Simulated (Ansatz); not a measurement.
A surface is cut from this relaxed crystal of GaP:

```cif
data_structure
_symmetry_space_group_name_H-M 'F-43m'
_symmetry_Int_Tables_number 216
_cell_length_a 5.4385
_cell_length_b 5.4385
_cell_length_c 5.4385
_cell_angle_alpha 90.000
_cell_angle_beta 90.000
_cell_angle_gamma 90.000
_cell_volume 160.85
loop_
_atom_site_label
_atom_site_type_symbol
_atom_site_symmetry_multiplicity
_atom_site_Wyckoff_symbol
_atom_site_fract_x
_atom_site_fract_y
_atom_site_fract_z
_atom_site_occupancy
Ga1 Ga 4 a 0.00000 0.00000 0.00000 1
P1 P 4 c 0.25000 0.25000 0.25000 1
```

Miller indices refer to the conventional cell of F-43m (No. 216), a = 5.438 Å, b = 5.438 Å, c = 5.438 Å, α = 90.00°, β = 90.00°, γ = 90.00°. The bulk's gap is 1.45 eV.

Method: Ansatz, DFT PBEsol, scalar-relativistic, plane waves, PAW. Cutoff 420 eV, Gaussian smearing of 0.05 eV, no spin polarisation. A dipole correction acts along the normal.

A relaxed slab with low-index faces, about a nanometre thick, has these properties:

```json
{"Surface energy (mean of both faces)": "0.88 J/m²", "Gap of the slab on the mesh": "1.03 eV", "Bulk valence band top under the vacuum level": "5.18 eV", "Bulk conduction band bottom under the vacuum level": "3.73 eV"}
```

(1) Which low-index plane was cut, and which atoms end it?

An odd mesh misses points on the zone edge, so a gap read on it can be too wide.

Results:

(1) The (110) plane, with GaP in the top plane and GaP in the bottom one as cut, before relaxation. The planes from bottom to top: GaP, GaP, GaP, GaP, GaP, GaP.